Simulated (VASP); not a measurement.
# VASP 6.6.1 run: AgI

INCAR

```
GGA = PE
SIGMA = 0.02
NELM = 120
ISMEAR = -1
EDIFF = 1E-7
LASPH = .TRUE.
LWAVE = .FALSE.
LCHARG = .FALSE.
PREC = Accurate
NSW = 0
ADDGRID = .TRUE.
ISIF = 2
IBRION = -1
LREAL = .FALSE.
ENCUT = 520
NBANDS = 16
```

KPOINTS

```
KPOINTS created by Atomic Simulation Environment
0
Gamma
6 6 6
0 0 0
```

POSCAR

```
Ag I
 1.0000000000000000
     0.0000000000000000    3.3757221564000002    3.3757221564000002
     3.3757221564000002    0.0000000000000000    3.3757221564000002
     3.3757221564000002    3.3757221564000002    0.0000000000000000
 Ag  I
   1   1
Cartesian
  0.0000000000000000  0.0000000000000000  0.0000000000000000
  1.6878610781999999  1.6878610781999999  1.6878610781999999
```

The recommended PBE PAW datasets give the neutral cell 18 valence electrons.

Command

```
mpirun -np 1 vasp_std
```

Question: How does this run end, and what does it give?

Answer: It converged. Results: gap between bands v and c on the k mesh 1.35 eV; least direct gap on the k mesh 1.35 eV; pressure -1.3 GPa. Band v is the last that the valence electrons fill when counted band by band, and c is the next.

OSZICAR

```
N       E                     dE             d eps       ncg     rms          rms(c)
DAV:   1     0.922832540730E+02    0.92283E+02   -0.76797E+03   520   0.941E+02
DAV:   2    -0.131967425839E+01   -0.93603E+02   -0.87385E+02   616   0.191E+02
DAV:   3    -0.479465028342E+01   -0.34750E+01   -0.34659E+01   664   0.378E+01
DAV:   4    -0.485051840500E+01   -0.55868E-01   -0.55866E-01   728   0.440E+00
DAV:   5    -0.485093356454E+01   -0.41516E-03   -0.41515E-03   696   0.300E-01    0.391E+00
DAV:   6    -0.477288337880E+01    0.78050E-01   -0.19869E-01   560   0.625E+00    0.305E+00
DAV:   7    -0.477258263606E+01    0.30074E-03   -0.44611E-02   568   0.123E+00    0.136E+00
DAV:   8    -0.477319784418E+01   -0.61521E-03   -0.30480E-03   584   0.506E-01    0.266E-01
DAV:   9    -0.477344489661E+01   -0.24705E-03   -0.49254E-04   616   0.263E-01    0.571E-02
DAV:  10    -0.477348238255E+01   -0.37486E-04   -0.33693E-05   624   0.620E-02    0.214E-02
DAV:  11    -0.477352489869E+01   -0.42516E-04   -0.51579E-05   584   0.514E-02    0.126E-02
DAV:  12    -0.477352487698E+01    0.21710E-07   -0.33063E-06   624   0.164E-02    0.981E-03
DAV:  13    -0.477352517447E+01   -0.29749E-06   -0.10587E-06   632   0.611E-03    0.192E-03
DAV:  14    -0.477352521965E+01   -0.45178E-07   -0.19745E-07   600   0.321E-03
   1 F= -.47735252E+01 E0= -.47735252E+01  d E =-.126661E-11
```

Standard output (part)

```
POSCAR found type information on POSCAR AgI
 POSCAR found :  2 types and       2 ions
 LDA part: xc-table for (Slater+PW92), standard interpolation
 POSCAR, INCAR and KPOINTS ok, starting setup
 WAVECAR not read
 entering main loop
```

For comparison, a separate PBE run of the intended cell, on usual settings and not on those above, gives a gap of 1.35 eV on its mesh and a pressure of -1.3 GPa.
